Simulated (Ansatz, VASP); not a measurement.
**One calculation of AlNi, two programs**

File INCAR:

```
SYSTEM = AlNi
ALGO = Normal ; EDIFF = 1E-6
ENCUT = 520 ; GGA = PS
ISIF = 2 ; ISMEAR = -1
LASPH = .True. ; LCHARG = .False.
LREAL = .False. ; LWAVE = .False.
NBANDS = 14 ; NELM = 80
PREC = Accurate ; SIGMA = 0.1
```

The input KPOINTS:

```
k-points
0
Gamma
  12 12 12
  0 0 0
```

The input POSCAR:

```
AlNi
1.0
    2.8625886336      0.0000000000      0.0000000000
    0.0000000000      2.8625886336      0.0000000000
    0.0000000000      0.0000000000      2.8625886336
Al Ni
1 1
Direct
    0.0000000000      0.0000000000      0.0000000000
    0.5000000000      0.5000000000      0.5000000000
```

Input for Ansatz:

```yaml
crystal:
  lattice:
    - [2.86258863356, 0.0, 0.0]
    - [0.0, 2.86258863356, 0.0]
    - [0.0, 0.0, 2.86258863356]
  atoms:
    - { symbol: Al, position: [0.0, 0.0, 0.0] }
    - { symbol: Ni, position: [0.5, 0.5, 0.5] }
kpoints:
  mp_grid: { grid: [12, 12, 12] }
scf:
  occupations: { method: fermi_dirac, width: 0.1 }
hamiltonian:
  xc: pbesol
  pseudopotentials: { kind: paw }
output:
  forces: true
  stress: true
  eigenvalues: true
  eigenstates:
    nscf_kmesh: { grid: [20, 20, 20] }
    de_dk: true
    e_range: [-14, 14]
  optics:
    e_range: [0, 30]
    de: 0.2
    sigma: 0.2
    bands: { spectra_wanted_up_to: 30 }
    nscf_kmesh: { grid: [20, 20, 20] }
    drude_damping: 0.03
checkpoint:
  write: ck
  write_wavefunctions: false
```

Alike in both runs: task single point; functional PBEsol; k mesh 12 × 12 × 12; occupations fermi-dirac, width 0.1 eV; no spin polarisation.

```csv
,VASP,Ansatz
version,VASP 6.6.1,Ansatz 0.2.0
potentials or method,"VASP PAW PBE potentials, release 64 (Al, Ni)","PAW with Ansatz's default frozen-core files, scalar-relativistic"
plane-wave cutoff (eV),520,420
valence electrons in the cell,13,21
```

Ansatz gave:

```
pressure (GPa) : 0.0
```

**Question.** What did VASP give for the same quantities?

**Answer.** Pressure (GPa): 0.1.

With one functional, cell and mesh, what is left measures potentials, basis and numerics. The two sets of potentials don't hold the same shells in valence. Ansatz warned: «optics_on_partly_filled_bands».

Caveats: the PAW data sets were made with another functional, which shifts forces and pressure a little (VASP). Spin polarisation is off, so any magnetic state and its effect on volume and gap are missing.
